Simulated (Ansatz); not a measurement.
# Mo2NCl2 MXene monolayer in a perpendicular field, part 3 of 3

Aim: how the Mo2NCl2 MXene monolayer screens a field along its normal, and what the field does to its bands. A positive field points along +c.

Ansatz 0.2.0; plane-wave DFT, PBE-D3(BJ), Ansatz PAW.

So far. Step 7 (Atoms held, field -0.3 V/Å): The dipole is -0.104 e·Å. Step 8 (Response, atoms held): The induced dipole is that of a conductor 8.22 Å thick.

### Step 9. The same run with other settings

This step: plane-wave DFT, PBE-D3(BJ), Ansatz PAW (Ansatz 0.2.0).

A run with a changed input: it repeats the earlier run at 0.1 V/Å with scf.eigensolver.kind to davidson and scf.algorithm to density_mixing.

Input file input.yaml:

```yaml
crystal:
  lattice:
    - [2.9607349608, 0.0, 0.0]
    - [-1.4803674804, 2.5640716899, 0.0]
    - [0.0, 0.0, 24.3834778277]
  atoms:
    - { symbol: Cl, position: [0.3333333333, 0.6666666667, 0.3691023923] }
    - { symbol: Mo, position: [0.6666666667, 0.3333333333, 0.4438614352] }
    - { symbol: "N", position: [0.0, 0.0, 0.5] }
    - { symbol: Mo, position: [0.3333333333, 0.6666666667, 0.5561385648] }
    - { symbol: Cl, position: [0.6666666667, 0.3333333333, 0.6308976077] }
kpoints:
  mp_grid: { grid: [18, 18, 1] }
  band_path:
    path: [[0, 0, 0], [0.5, 0, 0], [0.33333333, 0.33333333, 0], [0, 0, 0]]
    npoints: 16
hamiltonian:
  xc: pbe
  dispersion: d3bj
scf:
  occupations: { method: fermi_dirac, width: 0.05 }
  convergence: { dr2_threshold: 1.0e-10 }
  eigensolver: { kind: davidson }
  algorithm: density_mixing
efield:
  axis: 3
  dipole_correction: true
  ramp_position: 0.9475
  ramp_width: 0.105
  amplitude: 0.1
output:
  write_potential: true
  write_density: true
  volumetric_format: npy
```

The run is started by

```sh
ansatz run input.yaml --threads 4 --pin off --max-ram 6144MiB --backend cpu --events-out ev --progress --plain --runs-dir out
```

Numbers of over 12 decimals in the logs are rounded to 6 here.

Output:

```text
[...]
Crystal: 5 atoms, lattice volume = 185.108 Å³
Basis set: ecut = 420 eV, 3573 PW (Γ)
Bands: 29, of which v1, the nominal top of the filled ones, is band 24 counted from 1 (23 counted from 0)
Symmetry: 6 space group operations
k-points: 37 of 324 (time reversal used)
[...]
SCF iter  12: F=-12458.036160 eV  HF=-12458.036160 eV  |F-HF|=1.06e-10  |Δ(HF+E_count)|=  3.15e-10  Δρ=1.74e-7  dr2=6.02e-11  ethr=1.11e-12 (applied; sched 1.00e-12)  p=0.034 e·Å  D=3.37e-2 V/Å  ΔV_dip=-0.82 eV  dr2_dipole=1.45e-13  V_vac-E_F(+/−)=4.87/3.58 eV  ⟨swp⟩=3.9  Hψ=2891  notcnv=0
SCF 1 converged in 12 iterations: F = -12458.036160 eV  dr2 = 6.02e-11
[...]
SCF converged after 12 iterations
Free energy (F): -12458.036160 eV
[...]
Internal energy: -12458.011023 eV  (E = F + TS)
E sigma→0 (E₀):  -12458.023592 eV
Entropy (-TS):   -0.025136 eV (-5.027 meV/atom)
Fermi energy:    3.066929 eV
Dipole field:    D = 0.033715 V/Å  (p = 0.034489 e·Å, saw-weighted, corrected)
Work function:   not extracted (applied field tilts the vacuum); planar V_es + V_field profile in the machine report
[...]
--- Band table (eV; the first three rows and the last of 37) ---
  k-point 0: bands = [... 20 lower, 0.8320, 1.7946, 1.7946, 2.5211, 2.8224, 2.8224, 3.5312, 3.5312, ... 1 higher]
  k-point 1: bands = [... 20 lower, 0.6882, 1.7309, 1.8761, 2.5647, 2.8130, 2.8982, 3.5584, 3.5884, ... 1 higher]
  k-point 2: bands = [... 20 lower, 0.4020, 1.4770, 2.0495, 2.5833, 2.7515, 3.0887, 3.6406, 3.8902, ... 1 higher]
  k-point 36: bands = [... 20 lower, 1.9380, 2.6467, 2.7467, 2.7517, 3.9763, 3.9795, 5.1216, 5.8848, ... 1 higher]
```

The job ended after 6.5 s (4 threads of AMD EPYC 9R14 (Zen 4), shared host; peak memory 0.55 GiB; 25 s of CPU time).

Numbers from this step:

| Quantity | Value |
| --- | --- |
| energy at zero smearing | -12458.0236 eV |
| dipole along the normal | 0.03449 e·Å |

The electronic bands at the labelled points (eV, zero at the Fermi level):

| point | band 21 | band 22 | band 23 | band 24 | band 25 | band 26 | band 27 | band 28 |
| --- | --- | --- | --- | --- | --- | --- | --- | --- |
| Γ | -2.23 | -1.27 | -1.27 | -0.55 | -0.24 | -0.24 | 0.46 | 0.46 |
| halfway | -3.20 | -1.57 | -0.62 | -0.22 | -0.11 | 0.61 | 0.94 | 1.92 |
| M | -3.42 | -1.77 | 1.10 | 1.12 | 1.80 | 1.83 | 2.10 | 2.50 |
| halfway | -2.61 | -1.11 | 0.49 | 0.65 | 1.28 | 1.34 | 2.06 | 2.38 |
| K | -1.13 | -0.42 | -0.32 | -0.32 | 0.91 | 0.91 | 2.05 | 2.82 |
| halfway | -2.24 | -1.93 | -1.06 | -0.23 | 0.83 | 0.96 | 1.01 | 2.12 |
| Γ | -2.23 | -1.27 | -1.27 | -0.55 | -0.24 | -0.24 | 0.46 | 0.46 |

| quantity | this run | earlier run | difference |
| --- | --- | --- | --- |
| dipole along the normal (e·Å) | 0.03449 | 0.03449 | 4.4e-7 |

The dipole moves by under 0.5 % or 5e-5 e·Å.

Of the bands kept, 4 cross the Fermi level on this path.

### Step 10. Varying the input: basis.ecutwfc = "40.4 Ry"

Another changed input: it repeats the earlier run at 0.1 V/Å with basis.ecutwfc to 40.4 Ry.

input.yaml: that of step 9 with these lines changed.

```diff
@@ -22,4 +22,2 @@
   convergence: { dr2_threshold: 1.0e-10 }
-  eigensolver: { kind: davidson }
-  algorithm: density_mixing
 efield:
@@ -34 +32,3 @@
   volumetric_format: npy
+basis:
+  ecutwfc: "40.4 Ry"
```

Output:

```text
[...]
Crystal: 5 atoms, lattice volume = 185.108 Å³
Basis set: ecut = 549.670002 eV, 5433 PW (Γ)
Bands: 29, of which v1, the nominal top of the filled ones, is band 24 counted from 1 (23 counted from 0)
Symmetry: 6 space group operations
k-points: 37 of 324 (time reversal used)
[...]
SCF iter   1: F=—  HF=-12462.272792 eV  |F-HF|=—  |Δ(HF+E_count)|=         —  Δρ=8.35e-2  dr2=1.78e1  ethr=3.10e-3  p=0.035 e·Å  D=3.47e-2 V/Å  ΔV_dip=-0.85 eV  dr2_dipole=1.19e-4  V_vac-E_F(+/−)=5.58/4.31 eV  ⟨swp⟩=10.0  Hψ=6186  notcnv=0
[...]
SCF iter  12: F=-12458.042881 eV  HF=-12458.042881 eV  |F-HF|=3.09e-11  |Δ(HF+E_count)|=   1.23e-9  Δρ=1.86e-7  dr2=6.57e-11  ethr=1.00e-12  p=0.034 e·Å  D=3.37e-2 V/Å  ΔV_dip=-0.82 eV  dr2_dipole=2.53e-15  V_vac-E_F(+/−)=4.87/3.58 eV  ⟨swp⟩=6.9  Hψ=3992  notcnv=0
SCF 1 converged in 12 iterations: F = -12458.042881 eV  dr2 = 6.57e-11
[...]
SCF converged after 12 iterations
Free energy (F): -12458.042881 eV
[...]
Internal energy: -12458.017744 eV  (E = F + TS)
E sigma→0 (E₀):  -12458.030313 eV
Entropy (-TS):   -0.025137 eV (-5.027 meV/atom)
Fermi energy:    3.066970 eV
Dipole field:    D = 0.033716 V/Å  (p = 0.034490 e·Å, saw-weighted, corrected)
Work function:   not extracted (applied field tilts the vacuum); planar V_es + V_field profile in the machine report
[...]
--- Band table (eV; the first three rows and the last of 37) ---
  k-point 0: bands = [... 20 lower, 0.8320, 1.7946, 1.7946, 2.5213, 2.8224, 2.8224, 3.5314, 3.5314, ... 1 higher]
  k-point 1: bands = [... 20 lower, 0.6882, 1.7309, 1.8761, 2.5648, 2.8131, 2.8982, 3.5586, 3.5886, ... 1 higher]
  k-point 2: bands = [... 20 lower, 0.4020, 1.4770, 2.0495, 2.5834, 2.7515, 3.0887, 3.6408, 3.8904, ... 1 higher]
  k-point 36: bands = [... 20 lower, 1.9380, 2.6467, 2.7468, 2.7518, 3.9764, 3.9795, 5.1222, 5.8849, ... 1 higher]
```

It took 7.6 s on 4 threads; peak memory 0.76 GiB.

Numbers from this step:

```
energy at zero smearing : -12458.0303 eV
```

The electronic bands at the labelled points (eV, zero at the Fermi level):

| point | band 21 | band 22 | band 23 | band 24 | band 25 | band 26 | band 27 | band 28 |
| --- | --- | --- | --- | --- | --- | --- | --- | --- |
| Γ | -2.23 | -1.27 | -1.27 | -0.55 | -0.24 | -0.24 | 0.46 | 0.46 |
| halfway | -3.20 | -1.57 | -0.62 | -0.22 | -0.11 | 0.61 | 0.94 | 1.92 |
| M | -3.42 | -1.77 | 1.10 | 1.12 | 1.80 | 1.83 | 2.10 | 2.50 |
| halfway | -2.61 | -1.11 | 0.49 | 0.65 | 1.28 | 1.34 | 2.06 | 2.38 |
| K | -1.13 | -0.42 | -0.32 | -0.32 | 0.91 | 0.91 | 2.06 | 2.82 |
| halfway | -2.24 | -1.93 | -1.06 | -0.23 | 0.83 | 0.96 | 1.01 | 2.12 |
| Γ | -2.23 | -1.27 | -1.27 | -0.55 | -0.24 | -0.24 | 0.46 | 0.46 |

| quantity | this run | earlier run | difference |
| --- | --- | --- | --- |
| dipole along the normal (e·Å) | 0.03449 | 0.03449 | 1.3e-6 |

The dipole moves by under 0.5 % or 5e-5 e·Å.

Of the bands kept, 4 cross the Fermi level on this path.

### Step 11. Outcome

```
gap without field                          : none
work function, upper face                  : 4.25 eV
equivalent conductor thickness, atoms held : 8.22 Å
```

The induced dipole equals that of a perfect conductor 8.22 Å thick, while the outer atoms lie 6.38 Å apart. There is no gap over 0.03 eV, with or without the field. The first relaxation ran with spin and lost its moment, and the later runs have none; other magnetic states were not tried. Spin-orbit coupling is left out, which matters for the bands of elements this heavy. The MXene's terminations sit over the metal atoms of its far layer; the site over carbon or nitrogen, which some compounds prefer, was not run.

[Logs are printed without paths, hosts, clocks, repeated set-up lines and the standing remarks that a program may print on its own settings, such as how far it seeks lower states.]

[Hosts, paths, dates, database ids (printed as entryN), source tags and the programs' standing remarks are cut or masked in the printed files.]

[Maps of the electrostatic potential energy from Ansatz leave out the sawtooth potential of an applied field or a dipole correction, so their vacuum need not be flat; planar profiles and work functions include it.]
